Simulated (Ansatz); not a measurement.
**Rh under changes of volume**

One of the cells (13.801 Å³/atom); the others are scaled copies at fixed shape and fractional positions:

```
CELL_PARAMETERS angstrom
2.69174 0.00000 0.00000
-1.34587 2.33112 0.00000
0.00000 0.00000 8.79807
ATOMIC_POSITIONS crystal
Rh 0.66667 0.33333 0.75000
Rh 0.00000 0.00000 0.50000
Rh 0.33333 0.66667 0.25000
Rh 0.00000 0.00000 0.00000
```

This isn't the form of Rh at room conditions, which is fcc.

| Property | Result |
| --- | --- |
| Program | Ansatz 0.2.0 |
| Functional | LDA |
| Potentials or basis | Ansatz PAW |
| Cutoff | 420 eV (not typed: the program's choice for these potentials) |
| k mesh | 11 × 11 × 3 |
| Occupations | fermi-dirac, width 0.05 eV |
| Spin | no spin polarisation |

| volume (Å³/atom) | energy over the lowest point (meV/atom) | pressure (GPa) |
| --- | --- | --- |
| 12.973 | 5.74 | 7.0 |
| 13.249 | 0.00 | 0.0 |
| 13.525 | ? | ? |
| 13.801 | 21.25 | -11.6 |
| 14.078 | 45.69 | -16.4 |
| 14.354 | 77.87 | -20.6 |
| 14.630 | 116.84 | -24.3 |

Problem. What does the run at 13.525 Å³/atom give?

Solution. Energy over the lowest point 5.62 meV/atom; pressure -6.2 GPa.

Worked out: A Birch-Murnaghan fit of order 3 (a polynomial in V^(-2/3)) to the other rows has its minimum at 13.24 Å³/atom with B0 = V·E''(V) = 316 GPa and B' = 5.1 at fixed shape and positions, which overstates the stiffness. It gives 5.63 meV/atom at 13.525 Å³/atom, against the run's 5.62, and -dE/dV = -6.3 GPa, against -6.2.

Energies are extrapolated to zero smearing.

Caveats: the PAW data sets come from PBE, with cores solved anew for the run's functional, which leaves a small shift of forces and pressure.
